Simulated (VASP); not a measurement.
Runs of VASP 6.6.1 on InSb. The structure is tetragonal, space group I-4m2 (No. 119). The conventional cell has a = 5.889 Å, b = 5.889 Å, c = 3.273 Å, α = 90.00°, β = 90.00°, γ = 90.00°. In (site symmetry -4m2) has 4 Sb at 3.06 Å and 2 In at 3.27 Å as nearest neighbours. Sb (site symmetry -4m2) is surrounded by 4 In at 3.06 Å and 2 Sb at 3.27 Å. Measurements of this composition are mostly on another form, of space group No. 216.

```tsv
task	level	potentials or basis	cell	k mesh	cutoff (eV)	mesh quality	gap on the mesh (eV)	pressure (GPa)	relaxed volume (Å³/atom)
relaxation of cell and atoms	LDA	VASP PAW LDA potentials, release 64 (In_d, Sb)	relaxed	14 × 14 × 14	600	not flagged	none	0.0	26.04
relaxation of cell and atoms	PBE	VASP PAW PBE potentials, release 64 (In_d, Sb)	relaxed	14 × 14 × 14	600	not flagged	none	0.0	(a)
relaxation of cell and atoms	RPBE	VASP PAW PBE potentials, release 64 (In_d, Sb)	relaxed	14 × 14 × 14	600	not flagged	none	0.0	(b)
relaxation of cell and atoms	PBEsol	VASP PAW PBE potentials, release 64 (In_d, Sb)	relaxed	14 × 14 × 14	600	not flagged	none	0.0	26.74
relaxation of cell and atoms	PBEsol	VASP PAW PBE potentials, release 64 (In_d, Sb)	relaxed	6 × 6 × 6	600	coarse	none	0.0	(c)
single point	PBEsol	VASP PAW PBE potentials, release 64 (In_d, Sb)	as given	14 × 14 × 14	520	not flagged	none	-2.9	-
relaxation of cell and atoms	PBE+D3(BJ)	VASP PAW PBE potentials, release 64 (In_d, Sb)	relaxed	14 × 14 × 14	600	not flagged	none	0.0	26.97
relaxation of cell and atoms	PBEsol	VASP PAW PBE potentials, release 64 (In, Sb)	relaxed	14 × 14 × 14	580	not flagged	none	0.0	26.89
relaxation of cell and atoms	PBEsol	VASP PAW PBE potentials, release 64 (In_d, Sb)	relaxed	14 × 14 × 14	300	not flagged	none	0.0	26.59
```

Alike in all rows: no spin polarisation; smearing gaussian 0.1 eV.

Estimate the missing entries.

(a) 28.31; (b) 29.27; (c) 26.76.

Caveats: some runs use coarse meshes; the PAW data sets were made with another functional, which shifts forces and pressure a little (some runs); pairwise dispersion overbinds metals, which lowers pressure and volume (some runs).

A k mesh can miss the band edges, and the runs leave out spin-orbit coupling on In, Sb.

A gap of «none» marks a metal or a gap under the smearing width.

The runs don't all hold the same shells in valence.
